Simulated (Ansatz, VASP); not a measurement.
# One calculation of BN, two programs

```
B N
1.0
     0.00000    1.57005    1.57005
     1.57005    0.00000    1.57005
     1.57005    1.57005    0.00000
B N
1 1
Direct
  0.00000 0.00000 0.00000
  0.50000 0.50000 0.50000
```

Change from the starting cell: volume scaled by 0.72, LAPW.

Alike in both runs: task single point; functional PBE; k mesh 15 × 15 × 15; occupations fermi-dirac, width 0.08 eV; no spin polarisation.

|  | VASP | Ansatz |
| --- | --- | --- |
| version | VASP 6.6.1 | Ansatz 0.2.0 |
| potentials or method | VASP PAW PBE potentials, release 64 (B, N), cutoff 520 eV | all-electron LAPW, scalar-relativistic |

```tsv
	VASP	Ansatz	Ansatz less VASP
gap on the k mesh at the Fermi level (eV)	4.02	4.02	+0.005
pressure (GPa)	233.7	232.8	-0.85
```

Ansatz ran all-electron here, so the differences hold the error of VASP's frozen core and of both bases.

Caveats: the cell as given lies far from equilibrium; so large a pressure means that the cell lies far from this level's equilibrium, or that cutoff or potentials fall short (VASP); an odd mesh through Γ misses points on the zone boundary, where band edges often lie.
